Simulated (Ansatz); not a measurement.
# ZrB2 (P6/mmm) in Ansatz: a series of runs

The runs below take ZrB2 through band structure, single point, equation of state, with r2SCAN.

All numbers are computed with Ansatz 0.2.0; they aren't measurements. Logs are shortened: lines on timing, memory, paths and dates and some standing lists are left out, and cuts for length are marked.

### Step 1. The structure

The structure is hexagonal, space group P6/mmm (No. 191). Conventional cell: a = 3.170 Å, b = 3.170 Å, c = 3.533 Å, α = 90.00°, β = 90.00°, γ = 120.00°. Zr (site symmetry 6/mmm) has 12 B at 2.54 Å as nearest neighbours. B (site symmetry -6m2) has 3 B at 1.83 Å as nearest neighbours.

### Step 2. Band structure, r2SCAN

The input, input.yaml:

```yaml
crystal:
  lattice:
    - [3.17, 0.0, 0.0]
    - [-1.585, 2.74530053, 0.0]
    - [0.0, 0.0, 3.533]
  atoms:
    - { symbol: Zr, position: [0.0, 0.0, 0.0] }
    - { symbol: B, position: [0.6666666667, 0.3333333333, 0.5] }
    - { symbol: B, position: [0.3333333333, 0.6666666667, 0.5] }
hamiltonian:
  xc: r2scan
  pseudopotentials: { kind: paw }
kpoints:
  mp_grid: { grid: [10, 10, 8] }
  band_path:
    path:
      - [[0.0, 0.0, 0.0], [0.5, 0.0, 0.0], [0.3333333333, 0.3333333333, 0.0], [0.0, 0.0, 0.0], [0.0, 0.0, 0.5], [0.5, 0.0, 0.5], [0.3333333333, 0.3333333333, 0.5], [0.0, 0.0, 0.5]]
      - [[0.5, 0.0, 0.5], [0.5, 0.0, 0.0]]
      - [[0.3333333333, 0.3333333333, 0.0], [0.3333333333, 0.3333333333, 0.5]]
    npoints: 14
scf:
  occupations: { method: fermi_dirac, width: 0.05 }
  n_extra_bands: 7
output:
  forces: true
  stress: true
  eigenvalues: true
  fatbands: false
```

Potentials or basis: Ansatz PAW.

Run with:

```
$ ansatz run input.yaml --threads 2 --pin off --max-ram 5632MiB --backend cpu --events-out ev --progress --plain --runs-dir out
```

Standard output:

```text
Warning: RAYON_NUM_THREADS=2 ignored (pool sized by the plan → 2); use --threads N
scf.n_extra_bands = 7 over 9 filled bands (N_el = 18.0): the run solves 16 bands
Engine: ansatz 0.2.0, aarch64-unknown-linux-gnu
Pseudopotentials: kind: paw
Pseudopotential: Zr, paw, valence charge 12, recommended cutoff 500 eV (meta_gga), Zr.paw.azcp
Pseudopotential: B, paw, valence charge 3, recommended cutoff 500 eV (meta_gga), B.paw.azcp
Functional definition: r2SCAN
  parameter k0 = 0.174
  parameter k1 = 0.065
  parameter a1 = 4.9479
  exchange = r2scan_x(k0 = k0, k1 = k1, a1 = a1)
  correlation = r2scan_c
Crystal: 3 atoms, lattice volume = 30.746 Å³
Basis set: ecut = 500 eV, 787 PW (Γ), exchange–correlation on 96×96×108 points (64 copies of the dense FFT grid, shifted against one another)
Bands: 16, of which v1, the nominal top of the filled ones, is band 9 counted from 1 (8 counted from 0)
Symmetry: 24 space group operations
Space group: P6/mmm (ITA 191), of the structure as read, at distance tolerance 3.1e-5 Å
k-points: 70 of 800
Non-local potential: Zr, projectors of the file, l = 0: 3, l = 1: 2, l = 2: 2, l = 3: 2
Non-local potential: B, projectors of the file, l = 0: 2, l = 1: 2, l = 2: 1
PAW form: soft (Blöchl's): semilocal exchange-correlation on the pseudo side does not see the compensation charge
PAW frozen core: Zr, regenerated for the run's functional (the file was generated under x = pbe(κ = 0.804, μ = 0.2195149727645171), c = pbe(β = 0.06672455060314922))
PAW frozen core: B, regenerated for the run's functional (the file was generated under x = pbe(κ = 0.804, μ = 0.2195149727645171), c = pbe(β = 0.06672455060314922))
PAW one-centre angular grid: Zr, 590 points (default); XC on 160 Gauss nodes
PAW one-centre angular grid: B, 302 points (default); XC on 160 Gauss nodes
Initial density: superposition of atomic densities (neutral atoms: chi_scale 0, normalization atom), corrected by the library's trained network
Initial wavefunctions: pseudopotential atomic-orbital guess
Functional: x = r2scan, c = r2scan; τ floored in thin density (d = 2e-4 eV/Å³)
SCF iter   1: F=—  HF=-4511.252897 eV  |F-HF|=—  |Δ(HF+E_count)|=         —  Δρ=6.25e-3  dr2=6.96e-3  dr2_τ=2.39e-1  ethr=1.77e-3  ⟨swp⟩=5.9  Hψ=6054  notcnv=0  defer=33
preconditioner: auto → none  [insulator: Δε(μ)=0.195 eV  Ē_g=11.491 eV  σ=0.050 eV  W_gap=0.62  n_scr=8 (ndim 8)  ℏωp=21.2 eV  f_vac=0.000  D(μ)=0.33/eV (n_scr^D=0)  ε∞_Penn≈4.4]
SCF iter   2: F=—  HF=-4511.328751 eV  |F-HF|=—  |Δ(HF+E_count)|=   7.59e-2  Δρ=3.67e-3  dr2=1.56e-3  dr2_τ=2.14e-4  ethr=3.87e-5  ⟨swp⟩=2.0  Hψ=2677  notcnv=0  defer=124
SCF iter   3: F=—  HF=-4511.329741 eV  |F-HF|=—  |Δ(HF+E_count)|=   9.90e-4  Δρ=6.94e-4  dr2=1.24e-4  dr2_τ=2.11e-5  ethr=8.66e-6  ⟨swp⟩=2.4  Hψ=1483  notcnv=0  defer=124
SCF iter   4: F=—  HF=-4511.329782 eV  |F-HF|=—  |Δ(HF+E_count)|=   4.09e-5  Δρ=2.64e-4  dr2=4.89e-5  dr2_τ=3.99e-6  ethr=6.90e-7  ⟨swp⟩=2.0  Hψ=1530  notcnv=0  defer=124
SCF iter   5: F=—  HF=-4511.329768 eV  |F-HF|=—  |Δ(HF+E_count)|=   1.41e-5  Δρ=6.02e-5  dr2=9.58e-7  dr2_τ=3.88e-8  ethr=2.72e-7  ⟨swp⟩=2.5  Hψ=1320  notcnv=0  defer=124
SCF iter   6: F=-4511.329769 eV  HF=-4511.329769 eV  |F-HF|=4.81e-8  |Δ(HF+E_count)|=   8.53e-7  Δρ=1.08e-5  dr2=2.06e-8  dr2_τ=2.66e-9  ethr=5.56e-10  ⟨swp⟩=7.8  Hψ=5618  notcnv=0
SCF 1 converged in 6 iterations: F = -4511.329769 eV  dr2 = 2.06e-8
NSCF: frozen V_eff on 129 k-points
SCF converged after 6 iterations
Free energy (F): -4511.329769 eV
Harris-Foulkes:  -4511.329769 eV  (|F-HF|=4.81e-8)
Internal energy: -4511.326950 eV  (E = F + TS)
E sigma→0 (E₀):  -4511.328360 eV
Entropy (-TS):   -0.002819 eV (-0.940 meV/atom)
Fermi energy:    15.837802 eV
--- Per-component energies (eV) ---
  E_band       = -36.998209
  E_kinetic    = 434.135872
  E_local      = -553.815694  (includes V_loc(G=0)·N_el)
  E_nonlocal   = 99.633478
  E_hartree    = 175.044925
  E_xc         = -221.209447
  E_vxc        = -297.280389  (∫ρ·V_xc dr)
  E_paw        = -3130.729845  (= ΣΔE_a)
  E_vpaw       = -86.064072  (= ΣTr[D̂ρ^β])
  E_aug_tail   = 0.000005  (compensation charges beyond the density's cutoff)
  E_vtau       = 16.302114  (kinetic-family band-sum trace: ∫τ·v_τ [+ j·A + Jᵃ·Aᵃ] dr)
  E_ewald      = -1314.184620
  E_core_change = -0.201626  (= ΣΔE_core)
  E_smearing   = -0.002819  (= −TS)
  E_closure    = -0.000000  (closes the sum)
  Σ components = -4511.329769   (vs F -4511.329769, Δ=0.00e0)
--- Forces (eV/Å), atoms counted from 1 ---
  atom   1  Zr    -0.00000000     0.00000000     0.00000000
  atom   2  B     -0.00000000     0.00000000     0.00000000
  atom   3  B      0.00000000    -0.00000000     0.00000000
  max |Σ_I F_I| component: 1.85e-17 eV/Å
--- Stress (GPa, compression-positive) ---
       -0.028125       0.000000       0.000000
        0.000000      -0.028125       0.000000
        0.000000       0.000000       2.450384
  P = ⅓ Tr σ = 0.7980 GPa (7.980 kbar)
--- Band table (eV; the first three rows and the last of 70) ---
  k-point 0: bands = ["-34.4962", "-11.9845", "-11.4179", "-11.4179", "2.2750", "13.1268", "13.1268", "13.2383", "13.3103", "19.5173", "19.5173", "20.3442", "20.3442", "20.8286", "21.2650", "21.2650"]
  k-point 1: bands = ["-34.4932", "-12.0431", "-11.4139", "-11.4139", "2.5113", "11.8171", "13.2806", "13.2806", "14.6668", "18.4807", "18.4807", "19.8491", "19.8491", "20.8699", "22.6622", "22.6622"]
  k-point 2: bands = ["-34.4859", "-12.1810", "-11.4043", "-11.4043", "3.1443", "10.3461", "13.7274", "13.7274", "16.0403", "17.2910", "17.2910", "18.6994", "18.6994", "20.9810", "23.8185", "24.8677"]
  k-point 69: bands = ["-34.3391", "-12.1269", "-12.0720", "-11.9459", "6.0310", "7.0642", "10.6730", "12.9130", "12.9453", "20.1488", "21.8622", "22.2649", "22.4054", "23.3048", "23.4008", "25.3671"]
```

Wall time 3.9 s (2 threads of Arm Neoverse V2, shared host); peak memory 0.39 GiB.

Results:

```
Free energy            : -4511.3298 eV
Pressure               : 0.8 GPa
Band gap on the k mesh : none (metal or under the smearing width)
```

Stress tensor (GPa, compression positive):
```
-0.03  0.00  0.00
 0.00 -0.03  0.00
 0.00  0.00  2.45
```

Levels at the corners of the path, in eV from the Fermi level:
```
point  band 5  band 6  band 7  band 8  band 9  band 10  band 11  band 12  band 13  band 14
    Γ  -13.56   -2.71   -2.71   -2.60   -2.53     3.68     3.68     4.51     4.51     4.99
    M   -9.48   -9.16   -4.06   -3.22   -2.72     2.37     2.52     5.21     5.32     6.81
    K   -8.36   -8.36   -7.19   -2.54   -2.54     1.68     1.68     3.43     9.02     9.02
    Γ  -13.56   -2.71   -2.71   -2.60   -2.53     3.68     3.68     4.51     4.51     4.99
    A  -11.49   -7.34   -0.98   -0.98    0.43     0.43     0.92     0.92     2.06     5.34
    L  -10.59   -7.48   -4.82   -4.31   -2.19     4.05     4.28     5.59     6.58     6.88
    H   -9.33   -9.33   -5.20   -2.85   -2.85     4.39     6.35     6.35     6.93     6.93
    A  -11.49   -7.34   -0.98   -0.98    0.43     0.43     0.92     0.92     2.06     5.34
    L  -10.59   -7.48   -4.82   -4.31   -2.19     4.05     4.28     5.59     6.58     6.88
    M   -9.48   -9.16   -4.06   -3.22   -2.72     2.37     2.52     5.21     5.32     6.81
    K   -8.36   -8.36   -7.19   -2.54   -2.54     1.68     1.68     3.43     9.02     9.02
    H   -9.33   -9.33   -5.20   -2.85   -2.85     4.39     6.35     6.35     6.93     6.93
```

Caveat: the PAW data sets come from PBE, with cores solved anew for the run's functional, which leaves a small shift of forces and pressure.

### Step 3. Single point, r2SCAN, 9.63 Å³/atom (volume scaled by 0.94)

The input, input.yaml:

```yaml
crystal:
  lattice:
    - [3.1052879646, 0.0, 0.0]
    - [-1.5526439823, 2.6892582634, 0.0]
    - [0.0, 0.0, 3.4608777221]
  atoms:
    - { symbol: Zr, position: [0.0, 0.0, 0.0] }
    - { symbol: B, position: [0.6666666667, 0.3333333333, 0.5] }
    - { symbol: B, position: [0.3333333333, 0.6666666667, 0.5] }
hamiltonian:
  xc: r2scan
  pseudopotentials: { kind: paw }
kpoints:
  mp_grid: { grid: [10, 10, 8] }
scf:
  occupations: { method: fermi_dirac, width: 0.05 }
output:
  forces: true
  stress: true
  eigenvalues: true
```

Potentials or basis: Ansatz PAW.

Run with:

```
$ ansatz run input.yaml --threads 2 --pin off --max-ram 5632MiB --backend cpu --events-out ev --progress --plain --runs-dir out
```

Standard output:

```text
Warning: RAYON_NUM_THREADS=2 ignored (pool sized by the plan → 2); use --threads N
[... 10 set-up lines as earlier in the session ...]
Crystal: 3 atoms, lattice volume = 28.902 Å³
Basis set: ecut = 500 eV, 733 PW (Γ), exchange–correlation on 96×96×108 points (64 copies of the dense FFT grid, shifted against one another)
Bands: 13, of which v1, the nominal top of the filled ones, is band 9 counted from 1 (8 counted from 0)
[... 2 set-up lines as earlier in the session ...]
k-points: 70 of 800
[... 10 set-up lines as earlier in the session ...]
SCF iter   1: F=—  HF=-4511.138577 eV  |F-HF|=—  |Δ(HF+E_count)|=         —  Δρ=6.18e-3  dr2=6.08e-3  dr2_τ=2.80e-1  ethr=1.77e-3  ⟨swp⟩=5.9  Hψ=5139  notcnv=0
preconditioner: auto → none  [insulator: Δε(μ)=0.199 eV  Ē_g=9.864 eV  σ=0.050 eV  W_gap=0.61  n_scr=8 (ndim 8)  ℏωp=21.8 eV  f_vac=0.000  D(μ)=0.31/eV (n_scr^D=0)  ε∞_Penn≈5.9]
SCF iter   2: F=—  HF=-4511.225339 eV  |F-HF|=—  |Δ(HF+E_count)|=   8.68e-2  Δρ=3.80e-3  dr2=1.51e-3  dr2_τ=1.99e-4  ethr=3.38e-5  ⟨swp⟩=2.0  Hψ=2380  notcnv=0
SCF iter   3: F=—  HF=-4511.226418 eV  |F-HF|=—  |Δ(HF+E_count)|=   1.08e-3  Δρ=6.33e-4  dr2=9.97e-5  dr2_τ=2.05e-5  ethr=8.41e-6  ⟨swp⟩=2.3  Hψ=1370  notcnv=0
SCF iter   4: F=—  HF=-4511.226448 eV  |F-HF|=—  |Δ(HF+E_count)|=   3.03e-5  Δρ=2.51e-4  dr2=4.03e-5  dr2_τ=3.45e-6  ethr=5.54e-7  ⟨swp⟩=2.0  Hψ=1456  notcnv=0
SCF iter   5: F=—  HF=-4511.226437 eV  |F-HF|=—  |Δ(HF+E_count)|=   1.13e-5  Δρ=5.97e-5  dr2=1.14e-6  dr2_τ=3.80e-8  ethr=2.24e-7  ⟨swp⟩=2.4  Hψ=1271  notcnv=0
SCF iter   6: F=-4511.226437 eV  HF=-4511.226437 eV  |F-HF|=4.03e-8  |Δ(HF+E_count)|=   4.62e-7  Δρ=1.08e-5  dr2=2.03e-8  dr2_τ=3.53e-9  ethr=5.56e-10  ⟨swp⟩=3.2  Hψ=3899  notcnv=0
SCF 1 converged in 6 iterations: F = -4511.226437 eV  dr2 = 2.03e-8
SCF converged after 6 iterations
Free energy (F): -4511.226437 eV
Harris-Foulkes:  -4511.226437 eV  (|F-HF|=4.03e-8)
Internal energy: -4511.223773 eV  (E = F + TS)
E sigma→0 (E₀):  -4511.225105 eV
Entropy (-TS):   -0.002664 eV (-0.888 meV/atom)
Fermi energy:    16.856447 eV
--- Per-component energies (eV) ---
  E_band       = -18.146965
  E_kinetic    = 440.229132
  E_local      = -522.772874  (includes V_loc(G=0)·N_el)
  E_nonlocal   = 100.108956
  E_hartree    = 167.179250
  E_xc         = -223.113864
  E_vxc        = -300.119015  (∫ρ·V_xc dr)
  E_paw        = -3131.081444  (= ΣΔE_a)
  E_vpaw       = -86.411032  (= ΣTr[D̂ρ^β])
  E_aug_tail   = 0.000007  (compensation charges beyond the density's cutoff)
  E_vtau       = 16.458592  (kinetic-family band-sum trace: ∫τ·v_τ [+ j·A + Jᵃ·Aᵃ] dr)
  E_ewald      = -1341.571311
  E_core_change = -0.201626  (= ΣΔE_core)
  E_smearing   = -0.002664  (= −TS)
  E_closure    = -0.000000  (closes the sum)
  Σ components = -4511.226437   (vs F -4511.226437, Δ=0.00e0)
--- Forces (eV/Å), atoms counted from 1 ---
  atom   1  Zr     0.00000000     0.00000000     0.00000000
  atom   2  B     -0.00000000     0.00000000     0.00000000
  atom   3  B     -0.00000000    -0.00000000     0.00000000
  max |Σ_I F_I| component: 7.40e-17 eV/Å
--- Stress (GPa, compression-positive) ---
       17.533284       0.000000       0.000000
        0.000000      17.533284       0.000000
        0.000000       0.000000      18.901244
  P = ⅓ Tr σ = 17.9893 GPa (179.893 kbar)
--- Band table (eV; the first three rows and the last of 70) ---
  k-point 0: bands = ["-33.2513", "-10.7801", "-10.1092", "-10.1092", "3.0157", "14.0310", "14.0310", "14.1306", "14.3859", "20.8466", "20.8466", "21.7133", "21.7133"]
  k-point 1: bands = ["-33.2472", "-10.8562", "-10.1042", "-10.1042", "3.2819", "12.7933", "14.1931", "14.1931", "15.6688", "19.6970", "19.6970", "21.1713", "21.1713"]
  k-point 2: bands = ["-33.2373", "-11.0342", "-10.0918", "-10.0918", "3.9922", "11.3055", "14.6648", "14.6648", "17.0895", "18.4153", "18.4153", "19.9269", "19.9269"]
  k-point 69: bands = ["-33.0462", "-10.9760", "-10.8938", "-10.7548", "6.7829", "7.8339", "11.6332", "13.9063", "14.0161", "21.5436", "23.4705", "23.8033", "24.0553"]
```

Wall time 1.9 s (2 threads of Arm Neoverse V2, shared host); peak memory 0.38 GiB.

Results:

| Quantity | Value |
| --- | --- |
| Free energy | -4511.2264 eV |
| Pressure | 18.0 GPa |
| Band gap on the k mesh | none (metal or under the smearing width) |

Caveat: the PAW data sets come from PBE, with cores solved anew for the run's functional, which leaves a small shift of forces and pressure.

### Step 4. Single point, r2SCAN, 9.84 Å³/atom (volume scaled by 0.96)

Edit input.yaml of step 3 so:

```diff
@@ -2,5 +2,5 @@
   lattice:
-    - [3.1052879646, 0.0, 0.0]
-    - [-1.5526439823, 2.6892582634, 0.0]
-    - [0.0, 0.0, 3.4608777221]
+    - [3.1271569103, 0.0, 0.0]
+    - [-1.5635784551, 2.7081973259, 0.0]
+    - [0.0, 0.0, 3.4852509034]
   atoms:
@@ -20 +20,5 @@
   eigenvalues: true
+  write_density: true
+  write_potential: true
+  elf: true
+  volumetric_format: npy
```

Run with:

```
$ ansatz run input.yaml --threads 2 --pin off --max-ram 5632MiB --backend cpu --events-out ev --progress --plain --runs-dir out
```

Run time: 2.4 s. Hardware: 2 threads of Arm Neoverse V2, shared host; peak memory 0.39 GiB.

The run converged. Its results:

| Quantity | Value |
| --- | --- |
| Free energy | -4511.2832 eV |
| Pressure | 11.7 GPa |
| Band gap on the k mesh | none (metal or under the smearing width) |

Caveat: the PAW data sets come from PBE, with cores solved anew for the run's functional, which leaves a small shift of forces and pressure.

### Step 5. Single point, r2SCAN, 10.04 Å³/atom (volume scaled by 0.98)

Edit input.yaml of step 4 so:

```diff
@@ -2,5 +2,5 @@
   lattice:
-    - [3.1271569103, 0.0, 0.0]
-    - [-1.5635784551, 2.7081973259, 0.0]
-    - [0.0, 0.0, 3.4852509034]
+    - [3.1487241912, 0.0, 0.0]
+    - [-1.5743620956, 2.7268751391, 0.0]
+    - [0.0, 0.0, 3.5092878761]
   atoms:
@@ -20,5 +20 @@
   eigenvalues: true
-  write_density: true
-  write_potential: true
-  elf: true
-  volumetric_format: npy
```

Run with:

```
$ ansatz run input.yaml --threads 2 --pin off --max-ram 5632MiB --backend cpu --events-out ev --progress --plain --runs-dir out
```

Run time: 1.9 s. Hardware: 2 threads of Arm Neoverse V2, shared host; peak memory 0.39 GiB.

It converged, with:

```yaml
Free_energy: -4511.3169 eV
Pressure: 6.0 GPa
Band_gap_on_the_k_mesh: none (metal or under the smearing width)
```

Caveat: the PAW data sets come from PBE, with cores solved anew for the run's functional, which leaves a small shift of forces and pressure.

### Step 6. Single point, r2SCAN, 10.25 Å³/atom

Edit input.yaml of step 5 so:

```diff
@@ -2,5 +2,5 @@
   lattice:
-    - [3.1487241912, 0.0, 0.0]
-    - [-1.5743620956, 2.7268751391, 0.0]
-    - [0.0, 0.0, 3.5092878761]
+    - [3.17, 0.0, 0.0]
+    - [-1.585, 2.74530053, 0.0]
+    - [0.0, 0.0, 3.533]
   atoms:
```

Potentials or basis: Ansatz PAW.

Run with:

```
$ ansatz run input.yaml --threads 2 --pin off --max-ram 5632MiB --backend cpu --events-out ev --progress --plain --runs-dir out
```

Run time: 2.2 s. Hardware: 2 threads of Arm Neoverse V2, shared host; peak memory 0.39 GiB.

Results (log left out):

```yaml
Free_energy: -4511.3298 eV
Pressure: 0.8 GPa
Band_gap_on_the_k_mesh: none (metal or under the smearing width)
```

Caveat: the PAW data sets come from PBE, with cores solved anew for the run's functional, which leaves a small shift of forces and pressure.

### Step 7. Single point, r2SCAN, 10.45 Å³/atom (volume scaled by 1.02)

Edit input.yaml of step 6 so:

```diff
@@ -2,5 +2,5 @@
   lattice:
-    - [3.17, 0.0, 0.0]
-    - [-1.585, 2.74530053, 0.0]
-    - [0.0, 0.0, 3.533]
+    - [3.1909939893, 0.0, 0.0]
+    - [-1.5954969947, 2.7634818581, 0.0]
+    - [0.0, 0.0, 3.5563980329]
   atoms:
```

Run with:

```
$ ansatz run input.yaml --threads 2 --pin off --max-ram 5632MiB --backend cpu --events-out ev --progress --plain --runs-dir out
```

It took 2.2 s on 2 threads of Arm Neoverse V2, shared host; peak memory 0.39 GiB.

Results (log left out):

| Item | Value |
| --- | --- |
| Free energy | -4511.3237 eV |
| Pressure | -3.9 GPa |
| Band gap on the k mesh | none (metal or under the smearing width) |

Caveat: the PAW data sets come from PBE, with cores solved anew for the run's functional, which leaves a small shift of forces and pressure.

### Step 8. Single point, r2SCAN, 10.66 Å³/atom (volume scaled by 1.04)

Edit input.yaml of step 7 so:

```diff
@@ -2,5 +2,5 @@
   lattice:
-    - [3.1909939893, 0.0, 0.0]
-    - [-1.5954969947, 2.7634818581, 0.0]
-    - [0.0, 0.0, 3.5563980329]
+    - [3.2117153101, 0.0, 0.0]
+    - [-1.6058576551, 2.7814270483, 0.0]
+    - [0.0, 0.0, 3.5794921737]
   atoms:
@@ -20 +20,5 @@
   eigenvalues: true
+  write_density: true
+  write_potential: true
+  elf: true
+  volumetric_format: npy
```

Run with:

```
$ ansatz run input.yaml --threads 2 --pin off --max-ram 5632MiB --backend cpu --events-out ev --progress --plain --runs-dir out
```

Run time: 2.9 s. Hardware: 2 threads of Arm Neoverse V2, shared host; peak memory 0.39 GiB.

It converged, with:

| Property | Result |
| --- | --- |
| Free energy | -4511.3004 eV |
| Pressure | -8.2 GPa |
| Band gap on the k mesh | none (metal or under the smearing width) |

Caveat: the PAW data sets come from PBE, with cores solved anew for the run's functional, which leaves a small shift of forces and pressure.

### Step 9. Single point, r2SCAN, 10.86 Å³/atom (volume scaled by 1.06)

Edit input.yaml of step 8 so:

```diff
@@ -2,5 +2,5 @@
   lattice:
-    - [3.2117153101, 0.0, 0.0]
-    - [-1.6058576551, 2.7814270483, 0.0]
-    - [0.0, 0.0, 3.5794921737]
+    - [3.2321726471, 0.0, 0.0]
+    - [-1.6160863235, 2.7991436218, 0.0]
+    - [0.0, 0.0, 3.6022921016]
   atoms:
```

Potentials or basis: Ansatz PAW.

Run with:

```
$ ansatz run input.yaml --threads 2 --pin off --max-ram 5632MiB --backend cpu --events-out ev --progress --plain --runs-dir out
```

Wall time 2.8 s (2 threads of Arm Neoverse V2, shared host); peak memory 0.39 GiB.

It converged, with:

```yaml
Free_energy: -4511.2615 eV
Pressure: -12.0 GPa
Band_gap_on_the_k_mesh: none (metal or under the smearing width)
```

Caveat: the PAW data sets come from PBE, with cores solved anew for the run's functional, which leaves a small shift of forces and pressure.

### Step 10. Equation of state, r2SCAN

No new run: the results of the series are fitted here.

Results:

```
Equilibrium volume                        : 10.28 Å³/atom
Bulk modulus at fixed shape and positions : 244 GPa
Pressure derivative of the bulk modulus   : 3.9
```

Energy against volume, from the lowest point:
| volume (Å³/atom) | energy (meV/atom) |
| --- | --- |
| 9.634 | 34.44 |
| 9.839 | 15.52 |
| 10.044 | 4.28 |
| 10.249 | 0.00 |
| 10.454 | 2.04 |
| 10.659 | 9.80 |
| 10.864 | 22.77 |

Caveat: the cell was scaled at fixed shape and fractional positions, which overstates the stiffness of a crystal with free parameters, most of all of layers and chains; the PAW data sets were made with another functional, which shifts forces and pressure a little.
